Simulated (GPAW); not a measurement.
# Quick settings and what they miss: RuO₂ (P4_2/mnm, 6 atoms in the cell)

Self-consistent single point.

```
RuO2
1.0
    4.55108     0.00000     0.00000
    0.00000     4.55108     0.00000
    0.00000     0.00000     3.15894
Ru O
2 4
Direct
  0.50000   0.50000   0.50000
  0.00000   0.00000   0.00000
  0.80544   0.19456   0.50000
  0.19456   0.80544   0.50000
  0.30544   0.30544   0.00000
  0.69456   0.69456   0.00000
```

Method of the run: LDA (Perdew-Wang 92), GPAW PAW datasets LDA (gpaw-data 1.0.1) (plane waves; GPAW 25.7.0).

Base settings: mode = pw; ecut = 950 eV; xc = LDA; kpts = 5 5 7; mesh shift (steps) = 0 0 0; occupations.name = methfessel-paxton; occupations.width = 0.05 eV; occupations.order = 0; nbands = -12; convergence.density = 1e-05 e/electron; convergence.energy = 1e-05 eV/electron; symmetry.symmorphic = false.

Tight run (finer mesh or higher cutoff; not a proven limit): ecut: 950 eV → 1330 eV; kpts: 5 5 7 → 7 7 10; convergence.density: 1e-05 e/electron → 2e-07 e/electron; convergence.energy: 1e-05 eV/electron → 2e-11 eV/electron; convergence.eigenstates: default → 2e-15. It gave Fermi level (on the code's own zero) 6.90 eV; pressure -23.89 GPa; largest force (vector length) 0.215 eV/Å.

Quick runs, as changes from the base:
- A: the base itself
- B: kpts: 5 5 7 → 4 4 4; kpts_shift: 0 0 0 → 0.5 0.5 0.5
- C: ecut: 950 eV → 665 eV; kpts: 5 5 7 → 4 4 4; convergence.density: 1e-05 e/electron → 0.0002 e/electron; convergence.energy: 1e-05 eV/electron → 2e-05 eV/electron; convergence.eigenstates: default → 2e-09
- D: ecut: 950 eV → 475 eV; kpts: 5 5 7 → 2 2 2
- E: ecut: 950 eV → 760 eV; kpts: 5 5 7 → 6 6 6; kpts_shift: 0 0 0 → 0.5 0.5 0.5; occupations.name: methfessel-paxton → marzari-vanderbilt; occupations.width: 0.05 eV → 0.2 eV; occupations.order: 0 → default; convergence.density: 1e-05 e/electron → 0.0002 e/electron; convergence.energy: 1e-05 eV/electron → 2e-05 eV/electron; and 1 further keys

Energies are extrapolated to zero smearing width, which holds to low order in the width alone.

Dashes: time of D, under 30 s.

The count of work is k-points × plane waves × bands × iterations; it is no time. Core times come from one kind of shared machine and are given to one figure; runs under 30 s give none.

The starting cell comes from a database of computed structures (which also holds hypothetical and non-ambient phases and stackings), without a prior relaxation at this level. Its lattice was rescaled by a random factor within 2.5 % of one. Spin polarisation is off.

| run | energy less tight (meV/atom) | largest miss in a force vector (eV/Å) | count of work / tight | core time / tight (rough) |
|---|---|---|---|---|
| A | 3.1 | 0.002 | 0.14 | 0.2 |
| B | 3.2 | 0.012 | 0.032 | 0.05 |
| C | 17.8 | 0.072 | 0.061 | 0.07 |
| D | 389.9 | 1.093 | 0.0096 | – |
| E | 5.4 | 0.000 | 0.061 | 0.09 |

Among the runs at the tight run's level, the energy misses run from 3.1 to 389.9 meV/atom.

Left out of this page: 1 run of the series outside the window shown, repeating another row's setting, or not comparable.
